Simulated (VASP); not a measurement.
# W (Im-3m) in VASP: a series of runs, part 2 of 2

VASP 6.6.1.

### Step 4. Relaxation of cell and atoms, r2SCAN+D3(BJ)

File INCAR:

```
ALGO     = Normal         # electronic algorithm
EDIFF    = 1E-7           # SCF threshold, eV
EDIFFG   = -0.01          # ionic threshold
ENCUT    = 600            # plane-wave cutoff, eV
IBRION   = 2              # ionic algorithm
ISIF     = 3              # what is computed and relaxed
ISMEAR   = 1              # smearing method
IVDW     = 12             # dispersion correction
LASPH    = T              # aspherical terms in the spheres
LCHARG   = F              # write CHGCAR
LMIXTAU  = T            
LREAL    = F              # projectors in reciprocal space
LWAVE    = F              # write WAVECAR
METAGGA  = R2SCAN         # meta-GGA
NELM     = 80             # most SCF steps
NSW      = 40             # ionic steps
PREC     = Accurate       # precision mode
SIGMA    = 0.1            # smearing width, eV
VDW_A1   = 0.49484001   
VDW_A2   = 5.73083694   
VDW_S6   = 1.0          
VDW_S8   = 0.78981345
```

File KPOINTS:

```
k-points
0
Gamma
  12 12 12
```

File POSCAR:

```
W
1.0
   -1.5823450000      1.5823450000      1.5823450000
    1.5823450000     -1.5823450000      1.5823450000
    1.5823450000      1.5823450000     -1.5823450000
W
1
Direct
    0.0000000000      0.0000000000      0.0000000000
```

Potentials or basis: VASP PAW PBE potentials, release 64 (W_sv).

Command:

```console
$ cat potpaw_PBE.64/W_sv/POTCAR > POTCAR
$ mpirun -np 1 vasp_std > vasp.out
```

OUTCAR:

```text
EDIFF = 1E-7
   EDIFFG = -0.01
   ENCUT = 600
   IBRION = 2
   ISIF = 3
   ISMEAR = 1
   IVDW = 12
   LASPH = T
   LREAL = F
   METAGGA = R2SCAN
   NELM = 80
   NSW = 40
   PREC = Accurate
 IVDW          = 12

 ion  position               nearest neighbor table
   1  0.000  0.000  0.000-

  LATTYP: Found a body centered cubic cell.
 ALAT       =     3.1646900000

  Lattice vectors:

 A1 = (  -1.5823450000,   1.5823450000,   1.5823450000)
 A2 = (   1.5823450000,  -1.5823450000,   1.5823450000)
 A3 = (   1.5823450000,   1.5823450000,  -1.5823450000)

Analysis of symmetry for initial positions (statically):
=====================================================================
 Subroutine PRICEL returns:
 Original cell was already a primitive cell.

 Routine SETGRP: Setting up the symmetry group for a
 body centered cubic supercell.

 Subroutine GETGRP returns: Found 48 space group operations
 (whereof 48 operations were pure point group operations)
 out of a pool of 48 trial point group operations.

The static configuration has the point symmetry O_h .

Analysis of symmetry for dynamics (positions and initial velocities):
=====================================================================
 Subroutine PRICEL returns:
 Original cell was already a primitive cell.

 Routine SETGRP: Setting up the symmetry group for a
 body centered cubic supercell.

 Subroutine GETGRP returns: Found 48 space group operations
 (whereof 48 operations were pure point group operations)
 out of a pool of 48 trial point group operations.

The dynamic configuration has the point symmetry O_h .

 Subroutine INISYM returns: Found 48 space group operations
 (whereof 48 operations are pure point group operations),
 and found     1 'primitive' translations

----------------------------------------------------------------------------------------

                                     Primitive cell

[... 102 lines left out ...]
   EFERMI =   0.00;   METHOD = LEGACY
   ISMEAR =     1;   SIGMA  =   0.10  broadening in eV -4-tet -1-fermi 0-gaus
   EFERMI_NEDOS =   21; number of points for ismear=-14 and -15
   IALGO  =     38    algorithm
   IMIX   =      4    mixing-type and parameters
     AMIX     =   0.40;   BMIX     =  1.00
     AMIX_MAG =   1.60;   BMIX_MAG =  1.00
  volume/ion in A,a.u.               =      15.85       106.94
  Fermi-wavevector in a.u.,A,eV,Ry     =   1.570832  2.968442 33.572544  2.467512
  Thomas-Fermi vector in A             =   2.672506
   LORBIT       =      0    0 simple, 1 ext, 2 COOP (PROOUT), +10 PAW based schemes
   METAGGA = R2SCAN    functional components
   LHFCALC =     F    Hartree Fock is set to
   AEXX    =    0.0000 exact exchange contribution
   IVDW    =    12    specifies the selected vdW correction
   LEPSILON=     F    determine dielectric tensor
   LRPA    =     F    only Hartree local field effects (RPA)
 conjugate gradient relaxation of ions
 non-spin polarized calculation
 Methfessel and Paxton  Order N= 1 SIGMA  =   0.10
  energy-cutoff  :      600.00
  volume of cell :       15.85
 maximum number of plane-waves:       543
 NGX is ok and might be reduce to    24
   NGX = 11   NGY = 11   NGZ = 11

--------------------------------------- Ionic step        1  -------------------------------------------

 number of electron      14.0000002 magnetization

 Free energy of the ion-electron system (eV)
  ---------------------------------------------------
  ext. energy  EPLUGINS =         0.00000000
  ---------------------------------------------------
  free energy    TOTEN  =       -51.35462384 eV

  energy without entropy =      -51.35476801  energy(sigma->0) =      -51.35467189

------------------------ aborting loop because EDIFF is reached ----------------------------------------

 Edisp (eV)   -0.32636

 E8    (eV) :    -0.1361
[... 69 lines left out ...]
--------------------------------------- Ionic step        3  -------------------------------------------

 number of electron      14.0000001 magnetization

 Free energy of the ion-electron system (eV)
  ---------------------------------------------------
  ext. energy  EPLUGINS =         0.00000000
  ---------------------------------------------------
  free energy    TOTEN  =       -51.35429306 eV

  energy without entropy =      -51.35443253  energy(sigma->0) =      -51.35433955

 E-fermi :  11.1619     XC(G=0): -14.9716

 val. band max:       11.0714962549   @ k =   0.0833   0.0833   0.0000
 cond. band min:      11.1798449951   @ k =  -0.2500   0.3333   0.1667
 fundamental gap:      0.1083487402
 Fermi energy:        11.1619182595

 k-point     1 :       0.0000    0.0000    0.0000
  band No.  band energies     occupation
      1     -64.8227      2.00000
      2     -27.6779      2.00000
      3     -27.6779      2.00000
      4     -27.6779      2.00000
      5       1.1723      2.00000
      6      10.0174      2.00000
      7      10.0174      2.00000
      8      10.0174      2.00000
      9      13.8678      0.00000
     10      13.8678      0.00000
     11      26.5709      0.00000
[... 309 lines left out ...]
 k-point    24 :       0.4167    0.0833    0.0833
  band No.  band energies     occupation
      1     -64.6679      2.00000
      2     -28.9644      2.00000
      3     -28.1864      2.00000
      4     -27.7782      2.00000
      5       5.4212      2.00000
      6       7.4935      2.00000
      7      10.8679      2.00026
      8      13.9684      0.00000
      9      14.8018      0.00000
     10      18.9665      0.00000
     11      21.8441      0.00000

 [... further k-points ...]

------------------------ aborting loop because EDIFF is reached ----------------------------------------

 Edisp (eV)   -0.32671

 E8    (eV) :    -0.1362
[... 24 lines left out ...]
  FREE ENERGIE OF THE ION-ELECTRON SYSTEM (eV)
  ---------------------------------------------------
  free  energy   TOTEN  =       -51.6810028232 eV

  energy  without entropy=      -51.6811422987  energy(sigma->0) =      -51.68104932

 reached required accuracy - stopping structural energy minimisation
```

OSZICAR:

```text
N       E                     dE             d eps       ncg     rms          rms(c)
DAV:   1     0.449701256098E+02    0.44970E+02   -0.88304E+03  1592   0.164E+03
DAV:   2    -0.538668127865E+02   -0.98837E+02   -0.95284E+02  1713   0.369E+02
DAV:   3    -0.556216337183E+02   -0.17548E+01   -0.17287E+01  1770   0.478E+01
[... 37 lines left out ...]
DAV:   6    -0.513542920596E+02   -0.68353E-05   -0.19496E-06  1617   0.193E-02    0.147E-03
DAV:   7    -0.513542934300E+02   -0.13705E-05   -0.31992E-07  1617   0.845E-03    0.189E-03
DAV:   8    -0.513542929672E+02    0.46286E-06   -0.15975E-07  1200   0.668E-03    0.192E-04
DAV:   9    -0.513542930957E+02   -0.12850E-06   -0.17744E-08   792   0.214E-03    0.796E-05
DAV:  10    -0.513542930592E+02    0.36435E-07   -0.13892E-09   792   0.559E-04
   3 F= -.51681003E+02 E0= -.51681049E+02  d E =-.184896E-04
```

CONTCAR:

```text
W
   1.00000000000000
    -1.5817841697817425    1.5817841697817425    1.5817841697817425
     1.5817841697817425   -1.5817841697817425    1.5817841697817425
     1.5817841697817425    1.5817841697817425   -1.5817841697817425
  W
     1
Direct
     0.0000000000000000    0.0000000000000000    0.0000000000000000

  0.00000000E+00  0.00000000E+00  0.00000000E+00
```

Wall time 1.9 min (1 thread of AMD EPYC 9R45 (Zen 5), shared host); peak memory 0.14 GiB.

Results:

| Item | Value |
| --- | --- |
| Free energy | -51.6810 eV |
| Relaxed volume | 15.83 Å³/atom |
| Relaxed cell | a = 2.740 Å, b = 2.740 Å, c = 2.740 Å, α = 109.47°, β = 109.47°, γ = 109.47° |
| Space group after relaxing (to 0.05 Å) | Im-3m (No. 229) |
| Energy gained by relaxing | 0.0 meV/atom |
| Ionic steps | 3 |
| Pressure after relaxing | 0.0 GPa |
| Band gap on the k mesh | none (metal or under the smearing width) |
| Dispersion energy per atom | -0.327 eV |

Final structure:
```
W
1.0
    -1.58178    1.58178    1.58178
     1.58178   -1.58178    1.58178
     1.58178    1.58178   -1.58178
W
1
Direct
  0.00000 0.00000 0.00000
```

Levels at points of the mesh, in eV from the Fermi level:
```tsv
k point	band 4	band 5	band 6	band 7	band 8	band 9	band 10	band 11
(0.00, 0.00, 0.00)	-38.84	-9.99	-1.14	-1.14	-1.14	2.71	2.71	15.41
(0.50, 0.00, 0.00)	-38.85	-6.43	-3.62	0.68	2.54	3.60	6.49	11.82
(0.50, 0.50, 0.50)	-39.80	-5.89	-5.89	5.48	5.48	5.48	8.70	8.70
```

Caveat: the PAW data sets were made with another functional, which shifts forces and pressure a little; pairwise dispersion overbinds metals, which lowers pressure and volume. Spin-orbit coupling is left out, which matters for the levels of W.

### Step 5. Relaxation of the atoms, r2SCAN (cell strained at random at fixed volume)

File run.py:

```python
from ase.calculators.vasp import Vasp
from ase.io import read

atoms = read('POSCAR')
calc = Vasp(
    directory='calc',
    xc='r2scan',
    pp='PBE',
    setups={'base': 'minimal', 'W': '_sv'},
    prec='Accurate',
    encut=520,
    ediff=1e-07,
    ismear=1,
    sigma=0.1,
    lreal=False,
    lasph=True,
    nelm=60,
    algo='Normal',
    isif=2,
    lwave=False,
    lcharg=False,
    lmixtau=True,
    ibrion=2,
    nsw=60,
    ediffg=-0.01,
    kpts=[9, 9, 9],
    gamma=True,
)
atoms.calc = calc

print('energy (eV):', atoms.get_potential_energy())
print('free energy (eV):', atoms.get_potential_energy(force_consistent=True))
print('forces (eV/A):')
print(atoms.get_forces())
print('stress (eV/A^3, Voigt):', atoms.get_stress())
print('Fermi level (eV):', calc.get_fermi_level())
print('cell (A, degrees):', atoms.cell.cellpar())
print('volume (A^3):', atoms.get_volume())
print('scaled positions:')
print(atoms.get_scaled_positions())
```

File POSCAR:

```
W
1.0
   -1.5531010000      1.5911750000      1.5465280000
    1.6185280000     -1.6172360000      1.6380150000
    1.5189070000      1.5830420000     -1.5725890000
W
1
Direct
   -0.0239430000     -0.0154070000     -0.0371290000
```

Potentials or basis: VASP PAW PBE potentials, release 64 (W_sv).

Command:

```console
$ python run.py
```

Log:

```text
energy (eV): -51.34672221
free energy (eV): -51.34680828
forces (eV/A):
[[0. 0. 0.]]
stress (eV/A^3, Voigt): [-0.03568684 -0.010695   -0.00749025 -0.01006677  0.03614581 -0.01740167]
Fermi level (eV): 11.37465082
cell (A, degrees): [  2.70845149   2.81392578   2.69928446 110.64223134 108.10703842
 109.57767713]
volume (A^3): 15.847609184841856
scaled positions:
[[0.976057 0.984593 0.962871]]
```

OUTCAR:

```text
ENCUT = 520.000000
   EDIFF = 1.00e-07
   EDIFFG = -1.00e-02
   METAGGA = R2SCAN
   PREC = Accurate
   IBRION = 2
   ISIF = 2
   ISMEAR = 1
   NELM = 60
   NSW = 60
   LASPH = .TRUE.
   LREAL = .FALSE.

 ion  position               nearest neighbor table
[... 543 lines left out ...]
  Total        0.5655508      0.1694901      0.1187025      0.2757747      0.1595338     -0.5728244
  in kB       57.1766207     17.1352815     12.0006986     27.8805447     16.1287073    -57.9119732
  external PRESSURE =      28.7708669 kB  Pullay stress =       0.0000000 kB

 VOLUME and BASIS-vectors are now :
 -----------------------------------------------------------------------------
  energy-cutoff  :      520.00
  volume of cell :       15.85
      direct lattice vectors                 reciprocal lattice vectors
    -1.553101000  1.591175000  1.546528000    -0.003142367  0.317604487  0.316680505
     1.618528000 -1.617236000  1.638015000     0.312380437  0.005890942  0.307647097
     1.518907000  1.583042000 -1.572589000     0.322286423  0.318477162 -0.004015145

 POSITION                                       TOTAL-FORCE (eV/Angst)
 -----------------------------------------------------------------------------------
      1.54019      1.48502      1.60808         0.000000      0.000000      0.000000
 -----------------------------------------------------------------------------------
    total drift:                                0.000001      0.000003     -0.000000

  FREE ENERGIE OF THE ION-ELECTRON SYSTEM (eV)
  ---------------------------------------------------
  free  energy   TOTEN  =       -51.3468082823 eV

  energy  without entropy=      -51.3465500538  energy(sigma->0) =      -51.34672221

 reached required accuracy - stopping structural energy minimisation
```

INCAR:

```text
ENCUT = 520.000000
SIGMA = 0.100000
EDIFF = 1.00e-07
EDIFFG = -1.00e-02
ALGO = Normal
METAGGA = R2SCAN
PREC = Accurate
IBRION = 2
ISIF = 2
ISMEAR = 1
NELM = 60
NSW = 60
LASPH = .TRUE.
LCHARG = .FALSE.
LWAVE = .FALSE.
LMIXTAU = .TRUE.
LREAL = .FALSE.
```

Wall time 2.7 min (1 thread of AMD EPYC 9R45 (Zen 5), shared host); peak memory 0.16 GiB.

Results:

```
Free energy             : -51.3468 eV
Pressure after relaxing : 2.9 GPa
Band gap on the k mesh  : none (metal or under the smearing width)
```

Final structure:
```
CELL_PARAMETERS angstrom
-1.55310 1.59118 1.54653
1.61853 -1.61724 1.63801
1.51891 1.58304 -1.57259
ATOMIC_POSITIONS crystal
W 0.97606 0.98459 0.96287
```

Caveat: the relaxation stopped at its first step, so nothing moved; the PAW data sets were made with another functional, which shifts forces and pressure a little.

### Step 6. Summary

| task | level | cell | k mesh | cutoff (eV) | optimiser | gap on the mesh (eV) | pressure (GPa) | relaxed volume (Å³/atom) |
| --- | --- | --- | --- | --- | --- | --- | --- | --- |
| relaxation of cell and atoms | r2SCAN | relaxed | 12 × 12 × 12 | 600 | - | none | 0.0 | 15.99 |
| relaxation of cell and atoms | MS2 | relaxed | 12 × 12 × 12 | 600 | - | none | 0.0 | 15.75 |
| relaxation of cell and atoms | r2SCAN+D3(BJ) | relaxed | 12 × 12 × 12 | 600 | - | none | 0.0 | 15.83 |
| relaxation of the atoms | r2SCAN | atoms relaxed from: cell strained at random at fixed volume | 9 × 9 × 9 | 520 | vasp | none | 2.9 | - |

Alike in all rows: potentials or basis VASP PAW PBE potentials, release 64 (W_sv); no spin polarisation; smearing methfessel-paxton 0.1 eV.

Caveats: the PAW data sets were made with another functional, which shifts forces and pressure a little; pairwise dispersion overbinds metals, which lowers pressure and volume (some runs); the relaxation stopped at its first step, so nothing moved (some runs).

Total energies depend on the potentials used, so only differences within one code and one set of settings carry meaning.
